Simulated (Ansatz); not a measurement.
# SrO: input, output and frames of a trajectory

Theory: Ansatz, DFT PBE, scalar-relativistic, plane waves, PAW. Settings: plane waves to 420 eV, k-mesh 2×2×2 (shifted by 0.5, 0.5, 0.5 steps), Fermi–Dirac smearing 0.16 eV. The mesh is coarse. No spin polarisation.

16 atoms, starting at 1.06 times the perfect crystal's volume (space group P6_3/mmc, the cell as given, not relaxed at this level); Langevin thermostat at 1800 K (friction 0.005 fs⁻¹), fixed cell; 31 steps of 1 fs. The run is short and not equilibrated.

Self-consistency was reached.

Time: 2.1 min on 4 threads of Arm Neoverse N1, on a shared host, peak memory 0.74 GiB.

Command:
```bash
ansatz run input.yaml --threads 4 --pin off --max-ram 5120MiB --backend cpu --events-out ev --progress --plain --runs-dir out
```

Input:
```yaml
crystal:
  lattice:
    - [-7.2459561971, 0.0, 0.0]
    - [-3.6229780985, -6.2751821414, 0.0]
    - [-3.6229780985, 0.0, 6.3392428589]
  atoms:
    - { symbol: Sr, position: [0.5416666667, 0.1666666667, 0.25] }
    - { symbol: Sr, position: [0.0416666667, 0.1666666667, 0.25] }
    - { symbol: Sr, position: [0.5416666667, 0.6666666667, 0.25] }
    - { symbol: Sr, position: [0.0416666667, 0.6666666667, 0.25] }
    - { symbol: Sr, position: [0.9583333333, 0.3333333333, 0.75] }
    - { symbol: Sr, position: [0.4583333333, 0.3333333333, 0.75] }
    - { symbol: Sr, position: [0.9583333333, 0.8333333333, 0.75] }
    - { symbol: Sr, position: [0.4583333333, 0.8333333333, 0.75] }
    - { symbol: O, position: [0.5, 0.5, 0.0] }
    - { symbol: O, position: [0.0, 0.5, 0.0] }
    - { symbol: O, position: [0.5, 0.0, 0.0] }
    - { symbol: O, position: [0.0, 0.0, 0.0] }
    - { symbol: O, position: [0.25, 0.5, 0.5] }
    - { symbol: O, position: [0.75, 0.5, 0.5] }
    - { symbol: O, position: [0.25, 0.0, 0.5] }
    - { symbol: O, position: [0.75, 0.0, 0.5] }
basis:
  ecutwfc: 420
kpoints:
  mp_grid: { grid: [2, 2, 2], shift: [0.5, 0.5, 0.5] }
hamiltonian:
  xc: pbe
scf:
  occupations: { method: fermi_dirac, width: 0.1551 }
  lower_state_search: "off"
  convergence: { dr2_threshold: 1.0e-07 }
output:
  forces: true
  stress: true
md:
  timestep: 1.0
  n_steps: 31
  ensemble: nvt_langevin
  temperature: 1800.0
  initial_velocities: maxwell_boltzmann
  seed: 39105
  friction: 0.005
```

Output (its end):
```
...
md step    31: t =    31.00 fs T =   875.2 K  F+E_penalty+E_count = -32913.50825924 eV  E_kin = 1.810113 eV  P_inst = 0.0950 GPa (7 SCF iters)
SCF converged after 7 iterations
Free energy (F): -32913.508259 eV
Harris-Foulkes:  -32913.508259 eV  (|F-HF|=6.25e-9)
Internal energy: -32913.508009 eV  (E = F + TS)
E sigma→0 (E₀):  -32913.508134 eV
Entropy (-TS):   -0.000250 eV (-0.016 meV/atom)
Fermi energy:    9.390221 eV
--- Per-component energies (eV) ---
  E_band       = -548.392832
  E_kinetic    = 3373.608186
  E_local      = -7289.884418  (includes V_loc(G=0)·N_el)
  E_nonlocal   = 1999.263991
  E_hartree    = 2021.452412
  E_xc         = -1991.419690
  E_vxc        = -2068.640253  (∫ρ·V_xc dr)
  E_paw        = -22817.674256  (= ΣΔE_a)
  E_vpaw       = -605.661450  (= ΣTr[D̂ρ^β])
  E_aug_tail   = 0.019178  (compensation charges beyond the density's cutoff)
  E_ewald      = -8208.873411
  E_smearing   = -0.000250  (= −TS)
  E_closure    = -0.000000  (closes the sum)
  Σ components = -32913.508259   (vs F -32913.508259, Δ=0.00e0)
--- Forces (eV/Å), atoms counted from 1 ---
  atom   1  Sr     0.63867393     0.40688133    -0.23123401
  atom   2  Sr     0.76629878     0.36859308    -0.36163878
  atom   3  Sr     0.02941516    -0.41147718    -0.81044779
  atom   4  Sr    -0.75978746     1.41140779    -1.11237445
  atom   5  Sr    -0.37853144    -1.61489298    -0.16177039
  atom   6  Sr    -0.24049679    -0.75487543     0.73688874
  atom   7  Sr     1.19139121     1.45535412     0.46433595
  atom   8  Sr    -2.12740355     0.88693360     0.22155768
  atom   9  O     -0.78455478     0.54467408     0.03965644
  atom  10  O      0.72826314    -0.33540497    -0.08907828
  atom  11  O     -1.14789198     0.51145204    -0.05613486
  atom  12  O      1.63946909    -1.18864055     0.19227442
  atom  13  O     -0.31212175    -0.82167694    -0.14769040
  atom  14  O      0.77422373     0.93241118    -0.06923662
  atom  15  O      0.86359088     0.03331373     0.31262502
  atom  16  O     -0.88054200    -1.42407211     1.07226635
  max |Σ_I F_I| component: 1.92e-5 eV/Å
--- Stress (GPa, compression-positive) ---
       -0.604872      -0.317528       0.572734
       -0.317528      -0.018170      -0.923021
        0.572735      -0.923020      -1.104160
  P = ⅓ Tr σ = -0.5757 GPa (-5.757 kbar)
--- MD trajectory: 31 steps, t = 0.0 → 31.0 fs ---
  final state: T = 875.2 K   F+E_penalty+E_count = -32913.50825924 eV   E_kin = 1.810113 eV
```

Frames along the run (Å, eV/Å; dE is the potential energy from the first frame):

```xyz
16
Lattice="-7.246 0.000 0.000 -3.623 -6.275 0.000 -3.623 0.000 6.339" Properties=species:S:1:pos:R:3:forces:R:3 pbc="T T T" time_fs=0.00 dE_eV=0.0000 T_K=1688
Sr   -5.434   -1.046    1.585   -0.001    0.000    0.000
Sr   -1.811   -1.046    1.585   -0.001    0.000    0.000
Sr   -7.246   -4.183    1.585   -0.001    0.000    0.000
Sr   -3.623   -4.183    1.585   -0.001    0.000    0.000
Sr  -10.869   -2.092    4.754    0.001    0.000    0.000
Sr   -7.246   -2.092    4.754    0.001    0.000    0.000
Sr  -12.680   -5.229    4.754    0.001    0.000    0.000
Sr   -9.057   -5.229    4.754    0.001    0.000    0.000
O    -5.434   -3.138    0.000    0.000    0.000    0.000
O    -1.811   -3.138    0.000    0.000    0.000    0.000
O    -3.623    0.000    0.000    0.000    0.000    0.000
O     0.000    0.000    0.000    0.000    0.000    0.000
O    -5.434   -3.138    3.170    0.000    0.000    0.000
O    -9.057   -3.138    3.170    0.000    0.000    0.000
O    -3.623    0.000    3.170    0.000    0.000    0.000
O    -7.246    0.000    3.170    0.000    0.000    0.000
16
Lattice="-7.246 0.000 0.000 -3.623 -6.275 0.000 -3.623 0.000 6.339" Properties=species:S:1:pos:R:3:forces:R:3 pbc="T T T" time_fs=2.00 dE_eV=0.0263 T_K=1674
Sr   -5.436   -1.054    1.586    0.001    0.023    0.003
Sr   -1.832   -1.046    1.583    0.084   -0.040   -0.067
Sr   -7.239   -4.181    1.590   -0.047    0.008   -0.067
Sr   -3.617   -4.199    1.593   -0.018    0.105   -0.050
Sr  -10.867   -2.078    4.759   -0.059   -0.146   -0.016
Sr   -7.240   -2.079    4.752    0.016   -0.086    0.032
Sr  -12.689   -5.241    4.750    0.087    0.146    0.038
Sr   -9.048   -5.226    4.754   -0.085    0.046    0.008
O    -5.418   -3.142    0.003   -0.088    0.079   -0.025
O    -1.817   -3.137    0.001    0.071   -0.039   -0.039
O    -3.598   -0.014   -0.017   -0.152    0.049    0.038
O    -0.032    0.015   -0.014    0.169   -0.098    0.005
O    -5.431   -3.114    3.150   -0.083   -0.106    0.117
O    -9.075   -3.155    3.179    0.120    0.142   -0.049
O    -3.647   -0.014    3.166    0.175    0.062   -0.033
O    -7.219    0.029    3.142   -0.192   -0.145    0.104
16
Lattice="-7.246 0.000 0.000 -3.623 -6.275 0.000 -3.623 0.000 6.339" Properties=species:S:1:pos:R:3:forces:R:3 pbc="T T T" time_fs=5.00 dE_eV=0.1572 T_K=1508
Sr   -5.441   -1.064    1.586    0.045    0.055   -0.006
Sr   -1.863   -1.048    1.582    0.198   -0.083   -0.186
Sr   -7.232   -4.175    1.596   -0.093    0.006   -0.158
Sr   -3.608   -4.220    1.607   -0.060    0.306   -0.172
Sr  -10.864   -2.057    4.765   -0.140   -0.356   -0.028
Sr   -7.229   -2.061    4.745    0.037   -0.219    0.112
Sr  -12.701   -5.258    4.742    0.204    0.357    0.107
Sr   -9.030   -5.220    4.752   -0.243    0.120    0.024
O    -5.391   -3.146    0.004   -0.232    0.192   -0.032
O    -1.827   -3.129    0.004    0.193   -0.112   -0.095
O    -3.558   -0.034   -0.042   -0.387    0.140    0.101
O    -0.076    0.040   -0.034    0.431   -0.254    0.027
O    -5.424   -3.081    3.136   -0.203   -0.248    0.216
O    -9.099   -3.181    3.187    0.291    0.355   -0.104
O    -3.676   -0.030    3.159    0.406    0.144   -0.075
O    -7.178    0.072    3.105   -0.447   -0.401    0.269
16
Lattice="-7.246 0.000 0.000 -3.623 -6.275 0.000 -3.623 0.000 6.339" Properties=species:S:1:pos:R:3:forces:R:3 pbc="T T T" time_fs=7.00 dE_eV=0.2944 T_K=1476
Sr   -5.447   -1.069    1.587    0.089    0.072   -0.030
Sr   -1.883   -1.050    1.582    0.267   -0.103   -0.273
Sr   -7.226   -4.170    1.598   -0.117    0.005   -0.213
Sr   -3.601   -4.232    1.616   -0.095    0.470   -0.283
Sr  -10.859   -2.043    4.767   -0.201   -0.496   -0.022
Sr   -7.221   -2.049    4.740    0.049   -0.322    0.168
Sr  -12.707   -5.270    4.738    0.269    0.499    0.156
Sr   -9.017   -5.217    4.750   -0.356    0.184    0.034
O    -5.375   -3.150    0.002   -0.326    0.264   -0.021
O    -1.834   -3.122    0.006    0.279   -0.155   -0.121
O    -3.533   -0.048   -0.063   -0.525    0.207    0.157
O    -0.099    0.058   -0.043    0.593   -0.371    0.032
O    -5.420   -3.059    3.129   -0.267   -0.328    0.256
O    -9.112   -3.195    3.192    0.386    0.487   -0.143
O    -3.691   -0.034    3.153    0.540    0.173   -0.101
O    -7.155    0.099    3.080   -0.585   -0.588    0.403
16
Lattice="-7.246 0.000 0.000 -3.623 -6.275 0.000 -3.623 0.000 6.339" Properties=species:S:1:pos:R:3:forces:R:3 pbc="T T T" time_fs=10.00 dE_eV=0.5735 T_K=1468
Sr   -5.454   -1.078    1.588    0.164    0.104   -0.076
Sr   -1.911   -1.057    1.580    0.370   -0.113   -0.390
Sr   -7.218   -4.162    1.601   -0.134   -0.002   -0.284
Sr   -3.589   -4.250    1.630   -0.167    0.770   -0.497
Sr  -10.853   -2.022    4.768   -0.286   -0.686   -0.009
Sr   -7.208   -2.028    4.731    0.073   -0.489    0.253
Sr  -12.713   -5.289    4.731    0.351    0.707    0.217
Sr   -8.996   -5.212    4.745   -0.532    0.284    0.050
O    -5.347   -3.150   -0.001   -0.471    0.361   -0.011
O    -1.842   -3.105    0.009    0.414   -0.239   -0.158
O    -3.489   -0.068   -0.087   -0.750    0.325    0.200
O    -0.129    0.087   -0.057    0.857   -0.552    0.048
O    -5.409   -3.028    3.121   -0.360   -0.439    0.314
O    -9.128   -3.214    3.201    0.516    0.671   -0.203
O    -3.708   -0.038    3.138    0.701    0.213   -0.093
O    -7.124    0.136    3.047   -0.746   -0.913    0.641
16
Lattice="-7.246 0.000 0.000 -3.623 -6.275 0.000 -3.623 0.000 6.339" Properties=species:S:1:pos:R:3:forces:R:3 pbc="T T T" time_fs=12.00 dE_eV=0.7906 T_K=1309
Sr   -5.461   -1.085    1.589    0.225    0.143   -0.113
Sr   -1.930   -1.062    1.577    0.435   -0.106   -0.446
Sr   -7.213   -4.155    1.604   -0.140   -0.027   -0.336
Sr   -3.581   -4.261    1.640   -0.223    0.987   -0.660
Sr  -10.849   -2.009    4.768   -0.332   -0.795   -0.004
Sr   -7.199   -2.014    4.723    0.073   -0.589    0.315
Sr  -12.717   -5.300    4.726    0.398    0.822    0.259
Sr   -8.981   -5.207    4.742   -0.664    0.344    0.061
O    -5.331   -3.150    0.000   -0.561    0.423   -0.013
O    -1.848   -3.094    0.010    0.501   -0.285   -0.179
O    -3.462   -0.080   -0.097   -0.883    0.404    0.191
O    -0.146    0.109   -0.065    1.030   -0.686    0.059
O    -5.405   -3.008    3.119   -0.405   -0.509    0.346
O    -9.139   -3.226    3.207    0.590    0.787   -0.237
O    -3.715   -0.038    3.126    0.780    0.229   -0.058
O    -7.108    0.157    3.029   -0.825   -1.142    0.814
16
Lattice="-7.246 0.000 0.000 -3.623 -6.275 0.000 -3.623 0.000 6.339" Properties=species:S:1:pos:R:3:forces:R:3 pbc="T T T" time_fs=14.00 dE_eV=1.0204 T_K=1176
Sr   -5.468   -1.091    1.588    0.288    0.186   -0.144
Sr   -1.947   -1.069    1.573    0.493   -0.094   -0.475
Sr   -7.208   -4.146    1.609   -0.146   -0.063   -0.384
Sr   -3.572   -4.271    1.647   -0.286    1.220   -0.823
Sr  -10.846   -1.998    4.770   -0.365   -0.891   -0.015
Sr   -7.190   -2.002    4.715    0.056   -0.672    0.371
Sr  -12.721   -5.310    4.721    0.456    0.919    0.290
Sr   -8.964   -5.203    4.741   -0.836    0.411    0.049
O    -5.315   -3.152    0.002   -0.644    0.482   -0.017
O    -1.854   -3.085    0.010    0.586   -0.321   -0.196
O    -3.439   -0.091   -0.104   -0.995    0.477    0.162
O    -0.162    0.128   -0.073    1.208   -0.823    0.084
O    -5.401   -2.989    3.121   -0.437   -0.568    0.358
O    -9.148   -3.236    3.212    0.656    0.889   -0.256
O    -3.722   -0.035    3.111    0.840    0.234   -0.006
O    -7.097    0.176    3.011   -0.873   -1.386    1.001
16
Lattice="-7.246 0.000 0.000 -3.623 -6.275 0.000 -3.623 0.000 6.339" Properties=species:S:1:pos:R:3:forces:R:3 pbc="T T T" time_fs=17.00 dE_eV=1.3668 T_K=1047
Sr   -5.476   -1.100    1.589    0.358    0.245   -0.187
Sr   -1.974   -1.079    1.564    0.572   -0.052   -0.502
Sr   -7.206   -4.133    1.615   -0.138   -0.125   -0.447
Sr   -3.561   -4.285    1.658   -0.372    1.573   -1.077
Sr  -10.842   -1.985    4.775   -0.405   -1.013   -0.045
Sr   -7.177   -1.984    4.703    0.022   -0.782    0.437
Sr  -12.729   -5.323    4.714    0.542    1.049    0.331
Sr   -8.940   -5.199    4.736   -1.101    0.525    0.027
O    -5.290   -3.155    0.002   -0.768    0.572    0.003
O    -1.863   -3.077    0.007    0.703   -0.352   -0.195
O    -3.414   -0.101   -0.120   -1.122    0.558    0.148
O    -0.183    0.153   -0.083    1.451   -1.030    0.137
O    -5.398   -2.963    3.129   -0.453   -0.640    0.335
O    -9.151   -3.245    3.217    0.708    1.014   -0.294
O    -3.733   -0.026    3.089    0.920    0.211    0.062
O    -7.085    0.202    2.989   -0.917   -1.755    1.266
16
Lattice="-7.246 0.000 0.000 -3.623 -6.275 0.000 -3.623 0.000 6.339" Properties=species:S:1:pos:R:3:forces:R:3 pbc="T T T" time_fs=19.00 dE_eV=1.5723 T_K=947
Sr   -5.481   -1.104    1.589    0.397    0.279   -0.213
Sr   -1.991   -1.089    1.558    0.620   -0.005   -0.515
Sr   -7.206   -4.124    1.619   -0.118   -0.167   -0.493
Sr   -3.555   -4.292    1.664   -0.436    1.742   -1.222
Sr  -10.840   -1.977    4.779   -0.421   -1.092   -0.061
Sr   -7.169   -1.973    4.692   -0.012   -0.835    0.482
Sr  -12.733   -5.332    4.708    0.605    1.125    0.358
Sr   -8.924   -5.196    4.732   -1.286    0.604    0.014
O    -5.276   -3.156   -0.001   -0.830    0.628    0.029
O    -1.865   -3.075    0.003    0.760   -0.360   -0.188
O    -3.400   -0.104   -0.131   -1.186    0.592    0.152
O    -0.196    0.167   -0.088    1.604   -1.156    0.193
O    -5.398   -2.948    3.135   -0.443   -0.676    0.302
O    -9.152   -3.248    3.216    0.729    1.072   -0.312
O    -3.734   -0.018    3.076    0.941    0.186    0.094
O    -7.080    0.211    2.980   -0.925   -1.936    1.381
16
Lattice="-7.246 0.000 0.000 -3.623 -6.275 0.000 -3.623 0.000 6.339" Properties=species:S:1:pos:R:3:forces:R:3 pbc="T T T" time_fs=21.00 dE_eV=1.7558 T_K=911
Sr   -5.487   -1.106    1.586    0.443    0.302   -0.229
Sr   -2.007   -1.099    1.551    0.658    0.045   -0.512
Sr   -7.207   -4.116    1.623   -0.095   -0.205   -0.542
Sr   -3.548   -4.296    1.669   -0.502    1.849   -1.317
Sr  -10.841   -1.968    4.783   -0.424   -1.178   -0.080
Sr   -7.162   -1.962    4.681   -0.043   -0.875    0.521
Sr  -12.736   -5.341    4.703    0.675    1.194    0.382
Sr   -8.906   -5.193    4.728   -1.478    0.685    0.002
O    -5.264   -3.155   -0.003   -0.870    0.670    0.049
O    -1.865   -3.074   -0.001    0.793   -0.361   -0.178
O    -3.390   -0.104   -0.141   -1.231    0.606    0.153
O    -0.205    0.178   -0.092    1.731   -1.261    0.246
O    -5.394   -2.933    3.142   -0.444   -0.708    0.261
O    -9.156   -3.250    3.215    0.763    1.124   -0.319
O    -3.735   -0.009    3.068    0.964    0.164    0.104
O    -7.073    0.215    2.973   -0.940   -2.050    1.459
16
Lattice="-7.246 0.000 0.000 -3.623 -6.275 0.000 -3.623 0.000 6.339" Properties=species:S:1:pos:R:3:forces:R:3 pbc="T T T" time_fs=24.00 dE_eV=1.9247 T_K=809
Sr   -5.496   -1.107    1.584    0.511    0.341   -0.262
Sr   -2.028   -1.113    1.539    0.703    0.123   -0.481
Sr   -7.207   -4.103    1.629   -0.067   -0.262   -0.628
Sr   -3.535   -4.300    1.673   -0.594    1.843   -1.330
Sr  -10.843   -1.954    4.789   -0.413   -1.308   -0.105
Sr   -7.151   -1.947    4.665   -0.096   -0.875    0.586
Sr  -12.745   -5.355    4.696    0.816    1.284    0.424
Sr   -8.880   -5.187    4.722   -1.734    0.772    0.025
O    -5.255   -3.148   -0.004   -0.885    0.679    0.067
O    -1.862   -3.075   -0.005    0.805   -0.353   -0.163
O    -3.384   -0.098   -0.147   -1.238    0.603    0.111
O    -0.206    0.188   -0.088    1.800   -1.342    0.248
O    -5.384   -2.905    3.158   -0.440   -0.777    0.180
O    -9.157   -3.247    3.205    0.801    1.135   -0.277
O    -3.734    0.007    3.057    0.986    0.143    0.143
O    -7.065    0.206    2.973   -0.958   -2.004    1.459
16
Lattice="-7.246 0.000 0.000 -3.623 -6.275 0.000 -3.623 0.000 6.339" Properties=species:S:1:pos:R:3:forces:R:3 pbc="T T T" time_fs=26.00 dE_eV=1.9754 T_K=784
Sr   -5.502   -1.107    1.582    0.565    0.366   -0.280
Sr   -2.039   -1.123    1.531    0.718    0.187   -0.457
Sr   -7.207   -4.093    1.631   -0.045   -0.309   -0.685
Sr   -3.528   -4.301    1.676   -0.647    1.759   -1.293
Sr  -10.845   -1.943    4.793   -0.405   -1.396   -0.121
Sr   -7.146   -1.938    4.654   -0.134   -0.847    0.639
Sr  -12.752   -5.363    4.692    0.915    1.335    0.446
Sr   -8.864   -5.183    4.718   -1.866    0.811    0.064
O    -5.254   -3.141   -0.002   -0.874    0.658    0.065
O    -1.861   -3.077   -0.007    0.796   -0.354   -0.152
O    -3.383   -0.093   -0.145   -1.226    0.588    0.053
O    -0.205    0.186   -0.085    1.798   -1.340    0.232
O    -5.381   -2.890    3.170   -0.411   -0.812    0.114
O    -9.156   -3.241    3.196    0.807    1.106   -0.225
O    -3.730    0.020    3.046    0.970    0.124    0.208
O    -7.060    0.195    2.979   -0.960   -1.877    1.393
16
Lattice="-7.246 0.000 0.000 -3.623 -6.275 0.000 -3.623 0.000 6.339" Properties=species:S:1:pos:R:3:forces:R:3 pbc="T T T" time_fs=29.00 dE_eV=1.9877 T_K=816
Sr   -5.510   -1.104    1.576    0.614    0.386   -0.259
Sr   -2.055   -1.138    1.520    0.746    0.291   -0.406
Sr   -7.208   -4.079    1.633    0.000   -0.365   -0.762
Sr   -3.518   -4.300    1.679   -0.719    1.562   -1.190
Sr  -10.849   -1.928    4.797   -0.392   -1.531   -0.145
Sr   -7.139   -1.926    4.641   -0.196   -0.797    0.696
Sr  -12.760   -5.375    4.685    1.078    1.411    0.461
Sr   -8.841   -5.177    4.711   -2.042    0.867    0.143
O    -5.258   -3.130    0.008   -0.832    0.602    0.053
O    -1.860   -3.082   -0.012    0.763   -0.345   -0.113
O    -3.387   -0.082   -0.140   -1.185    0.550   -0.013
O    -0.195    0.177   -0.081    1.733   -1.280    0.212
O    -5.377   -2.870    3.195   -0.358   -0.821   -0.034
O    -9.153   -3.222    3.182    0.796    1.017   -0.139
O    -3.721    0.046    3.032    0.916    0.071    0.281
O    -7.062    0.177    2.997   -0.925   -1.620    1.214
16
Lattice="-7.246 0.000 0.000 -3.623 -6.275 0.000 -3.623 0.000 6.339" Properties=species:S:1:pos:R:3:forces:R:3 pbc="T T T" time_fs=31.00 dE_eV=1.9665 T_K=875
Sr   -5.516   -1.103    1.572    0.639    0.407   -0.231
Sr   -2.066   -1.147    1.512    0.766    0.369   -0.362
Sr   -7.209   -4.067    1.634    0.029   -0.411   -0.810
Sr   -3.511   -4.299    1.681   -0.760    1.411   -1.112
Sr  -10.851   -1.919    4.800   -0.379   -1.615   -0.162
Sr   -7.136   -1.919    4.633   -0.240   -0.755    0.737
Sr  -12.766   -5.383    4.682    1.191    1.455    0.464
Sr   -8.826   -5.172    4.706   -2.127    0.887    0.222
O    -5.264   -3.119    0.016   -0.785    0.545    0.040
O    -1.859   -3.087   -0.013    0.728   -0.335   -0.089
O    -3.388   -0.071   -0.137   -1.148    0.511   -0.056
O    -0.181    0.164   -0.081    1.639   -1.189    0.192
O    -5.377   -2.857    3.214   -0.312   -0.822   -0.148
O    -9.150   -3.208    3.173    0.774    0.932   -0.069
O    -3.714    0.063    3.025    0.864    0.033    0.313
O    -7.069    0.162    3.011   -0.881   -1.424    1.072
```